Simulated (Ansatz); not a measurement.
BeS:

```xyz
2
Lattice="0.0000 2.4250 2.4250 2.4250 0.0000 2.4250 2.4250 2.4250 0.0000" Properties=species:S:1:pos:R:3 pbc="T T T"
S     3.6375    3.6375    3.6375
Be    0.0000    0.0000    0.0000
```

| Quantity | Value |
| --- | --- |
| Program | Ansatz 0.2.0 |
| Task | relaxation of cell and atoms |
| Functional | revPBE |
| Potentials or basis | Ansatz PAW |
| Cutoff | 420 eV (not typed: the program's choice for these potentials) |
| k mesh | 9 × 9 × 9 |
| Occupations | fermi-dirac, width 0.05 eV |
| Spin | no spin polarisation |

At the start: volume 14.26 Å³/atom.

Q: Where does the relaxation end?

A: It ends after 5 steps and the volume is 14.78 Å³/atom (+3.7 %); space group F-43m (No. 216, to 0.05 Å).

Step by step:
| step | energy change (eV) | largest force (eV/Å) | volume (Å³) |
| --- | --- | --- | --- |
| 1 | 0.0000 | 0.0000 | 28.52 |
| 2 | -0.0088 | 0.0000 | 29.11 |
| 3 | -0.0107 | 0.0000 | 29.54 |
| 4 | -0.0107 | 0.0000 | 29.56 |
| 5 | -0.0108 | 0.0000 | 29.56 |

Final structure:
```
S Be
1.0
     0.00000    2.45416    2.45416
     2.45416    0.00000    2.45416
     2.45416    2.45416    0.00000
S Be
1 1
Direct
  0.75000 0.75000 0.75000
  0.00000 0.00000 0.00000
```

Caveat: the plane-wave basis is chosen anew once the cell has moved, so the energies of steps on either side of that aren't comparable; the PAW data sets come from PBE, with cores solved anew for the run's functional, which leaves a small shift of forces and pressure.
